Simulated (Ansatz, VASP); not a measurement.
# Ti in VASP and in Ansatz

```xyz
1
Lattice="-1.6656 1.6656 1.5918 1.6656 -1.6656 1.5918 1.6656 1.6656 -1.5918" Properties=species:S:1:pos:R:3 pbc="T T T"
Ti    0.0000    0.0000    0.0000
```

Change from the starting cell: strain +0.015 along x and y, -0.030 along z, atoms carried along.

Alike in both runs: task single point; functional LDA; k mesh 20 × 20 × 20; occupations gaussian, width 0.15 eV; no spin polarisation.

|  | VASP | Ansatz |
| --- | --- | --- |
| version | VASP 6.6.1 | Ansatz 0.2.0 |
| potentials or method | VASP PAW LDA potentials, release 64 (Ti_sv) | scalar-relativistic, plane waves, PAW |
| plane-wave cutoff (eV) | 520 | 420 |
| valence electrons in the cell | 12 | 12 |

|  | VASP | Ansatz | Ansatz less VASP |
| --- | --- | --- | --- |
| gap on the k mesh at the Fermi level (eV) | none | none | - |
| pressure (GPa) | -10.8 | -10.7 | +0.05 |
| largest component of the traceless stress (GPa) | 0.87 | 0.88 | +0.010 |

A gap of «none» marks a metal or a gap that the smearing closes.
